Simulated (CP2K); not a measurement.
The system is KMgF3.

```xyz
5
Lattice="3.9859 0.0000 0.0000 0.0000 3.9859 0.0000 0.0000 0.0000 3.9859" Properties=species:S:1:pos:R:3 pbc="T T T"
K     1.9929    1.9929    1.9929
Mg    0.0000    0.0000    0.0000
F     0.0000    0.0000    1.9929
F     0.0000    1.9929    0.0000
F     1.9929    0.0000    0.0000
```

Base run:

* Program: CP2K 2026.2
* Functional: PBE
* Potentials or basis: POTENTIAL_UZH K GTH-PBE-q9, Mg GTH-PBE-q10, F GTH-PBE-q7; TZVP-MOLOPT-PBE-GTH basis
* Density cutoff: 19048 eV
* k mesh: 7 × 7 × 7
* Occupations: gaussian, width 0.02 eV
* Spin: no spin polarisation

Its results: band gap on the k mesh 7.31 eV, indirect (least direct gap 7.62 eV); pressure 5.2 GPa.

Task: The run is repeated on the same cell with these changes: functional from PBE to PBEsol; occupations from gaussian, width 0.02 eV to gaussian, width 0.1 eV. What comes out?

Result: Band gap on the k mesh 7.09 eV, indirect (least direct gap 7.40 eV); pressure 2.0 GPa.

Caveats: an odd mesh through Γ misses points on the zone boundary, where band edges often lie; the basis of atomic orbitals isn't converged, which shifts pressures, moduli and gaps; the potentials were made for another functional, which shifts forces and pressure (some runs).
